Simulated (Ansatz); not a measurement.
Calculation for BN (NiAs type): DFT, PBE, all-electron LAPW, scalar-relativistic (Ansatz 0.2.0). This run: single point at the cell that PAW relaxed from the NiAs type at 0.002 GPa.

The cell comes from a relaxation on PAW files under the same functional, begun from a prototype that needn't be the stable phase.

Command: `ansatz run input.yaml --threads 1 --pin off --max-ram 3584MiB --backend cpu --events-out ev --progress --plain --runs-dir out` It took 13 s on 1 thread of Arm Neoverse V1 (shared host), peak memory 0.36 GiB.

```yaml
crystal:
  lattice:
    - [2.5001110891, 0.0, 0.0]
    - [-1.2500555446, 2.1651597155, 0.0]
    - [0.0, 0.0, 4.022278817]
  atoms:
    - { symbol: B, position: [0.0, 0.0, 0.0] }
    - { symbol: B, position: [0.0, 0.0, 0.5] }
    - { symbol: "N", position: [0.3333333333, 0.6666666667, 0.25] }
    - { symbol: "N", position: [0.6666666667, 0.3333333333, 0.75] }
kpoints:
  mp_grid: { grid: [12, 12, 7] }
scf:
  occupations: { method: fermi_dirac, width: 0.05 }
hamiltonian:
  xc: pbe
  pseudopotentials: { kind: all_electron, lapw: { basis_error: 0.0005 } }
output:
  forces: true
  stress: true
  eigenvalues: true
  populations: true
```

Output:

```
B: projections on atomic orbitals take those of the free atom 1s2 2s2 2p1, of charge +0.00 (hamiltonian.pseudopotentials.projection_atoms)
N: projections on atomic orbitals take those of the free atom 1s2 2s2 2p3, of charge +0.00 (hamiltonian.pseudopotentials.projection_atoms)
LAPW: plane waves up to 10.129 Å⁻¹, error target 5.0e-4 eV per atom; small_component_spin mean_spin; B in spheres of 0.829 Å, 5 of its electrons in bands, Dirac shells []; N in spheres of 0.930 Å, 7 of its electrons in bands, Dirac shells [] (how accurate: hamiltonian.pseudopotentials.lapw.basis_error, Limitations)
Engine: ansatz 0.2.0
Pseudopotentials: kind: all_electron
Pseudopotential: B, LAPW, valence charge 5, lapw/all_electron/scalar/gaussian/B, Koelling and Harmon's equation, gaussian nucleus
Pseudopotential: N, LAPW, valence charge 7, lapw/all_electron/scalar/gaussian/N, Koelling and Harmon's equation, gaussian nucleus
Functional definition: PBE
  parameter kappa = 0.804
  parameter beta = 0.06672455060314922
  exchange = pbe_x(kappa = kappa, mu = beta*pi^2/3)
  correlation = pbe_c(beta = beta)
Crystal: 4 atoms, lattice volume = 21.773 Å³
Basis set: ecut = 390.8678207946278 eV, 379 PW (Γ), exchange–correlation at level 2
Bands: 16, of which v1, the nominal top of the filled ones, is band 12 counted from 1 (11 counted from 0)
Symmetry: 24 space group operations
Space group: P63/mmc (ITA 194), of the structure as read, at distance tolerance 2.8e-5 Å
k-points: 76 of 1008
Non-local potential: B, projectors of the file, none
Non-local potential: N, projectors of the file, none
Initial density: superposition of atomic densities (chi_scale 0.1, normalization cell, long waves kept (reshape's long-wave potential 0.00 eV rms))
Initial wavefunctions: plane waves of lowest kinetic energy (no species holds an atomic orbital)
Functional: x = pbe(κ = 0.804, μ = 0.2195149727645171), c = pbe(β = 0.06672455060314922)
iter 1 solved again at ethr=1.20e-2 eV; its pass at ethr=1.00e-1 eV (dr2=2.88e0 eV) is discarded
SCF iter   1: F=—  HF=-4331.823112 eV  |F-HF|=—  |Δ(HF+E_count)|=         —  Δρ=1.34e-1  dr2=2.87e0  ethr=1.20e-2  ⟨swp⟩=2.0  Hψ=10304  notcnv=0
preconditioner: auto → none  [insulator: Δε(μ)=3.410 eV  Ē_g=16.309 eV  σ=0.050 eV  W_gap=1.00  n_scr=2 (ndim 8)  ℏωp=31.8 eV  f_vac=0.000  D(μ)=0.00/eV (n_scr^D=0)  ε∞_Penn≈4.8]
iter 2 solved again at ethr=8.83e-4 eV; its pass at ethr=1.20e-2 eV (dr2=2.12e-1 eV) is discarded
SCF iter   2: F=—  HF=-4330.457319 eV  |F-HF|=—  |Δ(HF+E_count)|=    1.37e0  Δρ=3.52e-2  dr2=2.13e-1  ethr=8.83e-4  ⟨swp⟩=2.0  Hψ=6348  notcnv=0
SCF iter   3: F=—  HF=-4330.312780 eV  |F-HF|=—  |Δ(HF+E_count)|=   1.45e-1  Δρ=1.80e-2  dr2=4.23e-2  ethr=8.83e-4  ⟨swp⟩=2.8  Hψ=3754  notcnv=0
SCF iter   4: F=—  HF=-4330.316826 eV  |F-HF|=—  |Δ(HF+E_count)|=         —  Δρ=1.96e-3  dr2=5.09e-4  ethr=1.76e-4  ⟨swp⟩=2.0  Hψ=3638  notcnv=0
the basis was enlarged: its passes take 76.5 KiB over the memory plan, 1 of 1 planned eigensolver slots
SCF iter   5: F=—  HF=-4330.316994 eV  |F-HF|=—  |Δ(HF+E_count)|=   1.69e-4  Δρ=2.59e-4  dr2=7.63e-6  ethr=2.12e-6  ⟨swp⟩=2.0  Hψ=3344  notcnv=0
SCF iter   6: F=-4330.317000 eV  HF=-4330.317000 eV  |F-HF|=3.06e-8  |Δ(HF+E_count)|=   6.12e-6  Δρ=1.43e-5  dr2=1.92e-8  ethr=3.18e-8  ⟨swp⟩=2.9  Hψ=3584  notcnv=0
SCF 1 converged in 6 iterations: F = -4330.317000 eV  dr2 = 1.92e-8
SCF converged after 6 iterations
Free energy (F): -4330.317000 eV
Harris-Foulkes:  -4330.317000 eV  (|F-HF|=3.06e-8)
Internal energy: -4330.317000 eV  (E = F + TS)
E sigma→0 (E₀):  -4330.317000 eV
Fermi energy:    15.164076 eV
--- Per-component energies (eV) ---
  E_band       = -2001.269999
  E_kinetic    = 4315.588681
  E_xc         = -598.132464
  E_electrostatic = -8047.773217  (all electrons and nuclei)
  E_smearing   = -0.000000  (= −TS)
  E_closure    = 0.000000  (closes the sum)
  E_atoms      = -4302.459154  (free atoms, spherical and without spin; not in F)
  Σ components = -4330.317000   (vs F -4330.317000, Δ=0.00e0)
  Basis errors (estimates in eV, not in F): energy 2.1e-4 per atom: plane waves 1.9e-4 (1.1e-4 summed), levels above the bands 1.1e-62, relativity 8.3e-9, radial functions 1.9e-5, core shells 0.0e0; eigenvalues (radial functions only) 2.6e-6; not estimated: angular momenta, meshes, grids; target (lapw.basis_error) 5.0e-4; muffin-tin radii B 0.829 Å, N 0.930 Å
--- Forces (eV/Å), atoms counted from 1 ---
  atom   1  B     -0.00000000     0.00000000     0.00000000
  atom   2  B     -0.00000000    -0.00000000    -0.00000000
  atom   3  N     -0.00000000     0.00000000     0.00000000
  atom   4  N      0.00000000    -0.00000000     0.00000000
  max |Σ_I F_I| component: 5.55e-17 eV/Å
--- Stress (GPa, compression-positive) ---
        0.024859      -0.000000       0.000000
       -0.000000       0.024859       0.000000
        0.000000       0.000000      -0.166724
  P = ⅓ Tr σ = -0.0390 GPa (-0.390 kbar)
--- Band table (eV; the first three rows and the last of 76) ---
  k-point 0: bands = ["-361.7653", "-361.7653", "-161.8171", "-161.8154", "-7.7649", "-2.7085", "2.2742", "12.9540", "12.9540", "13.7285", "13.7285", "14.1629", "20.1144", "22.3203", "22.6552", "22.6552"]
  k-point 1: bands = ["-361.7653", "-361.7653", "-161.8170", "-161.8155", "-7.6229", "-3.2927", "3.0975", "13.0092", "13.0092", "13.4913", "13.7130", "13.7130", "20.2239", "22.3530", "22.5215", "22.5215"]
  k-point 2: bands = ["-361.7653", "-361.7653", "-161.8168", "-161.8157", "-7.1997", "-4.4333", "4.9403", "11.7808", "13.1579", "13.1579", "13.6545", "13.6545", "20.5456", "22.1856", "22.2588", "22.2588"]
  k-point 75: bands = ["-361.7653", "-361.7653", "-161.8163", "-161.8159", "-0.6601", "-0.6601", "3.5952", "4.2326", "4.5990", "4.5990", "13.3509", "13.3509", "19.4303", "20.7563", "20.7563", "21.5625"]
--- Löwdin populations: 4 sites ---
  site symbol       q [e]
     0      B      4.5496
     1      B      4.5496
     2      N      7.4112
     3      N      7.4112
  spilling = 0.003261 (of n_electrons = 24.000000)
```

populations.tsv:

```
# site	symbol	l	j	q
# orbitals = lowdin
# n_electrons = 24.000000
# spilling = 0.003261
# projection_atom_B: 1s2 2s2 2p1
# projection_atom_N: 1s2 2s2 2p3
0	B	0_1S	-	1.990968
0	B	0_2S	-	0.615970
0	B	1_2P	-	1.942685
1	B	0_1S	-	1.990968
1	B	0_2S	-	0.615970
1	B	1_2P	-	1.942685
2	N	0_1S	-	1.994938
2	N	0_2S	-	1.364427
2	N	1_2P	-	4.051878
3	N	0_1S	-	1.994938
3	N	0_2S	-	1.364427
3	N	1_2P	-	4.051878
```
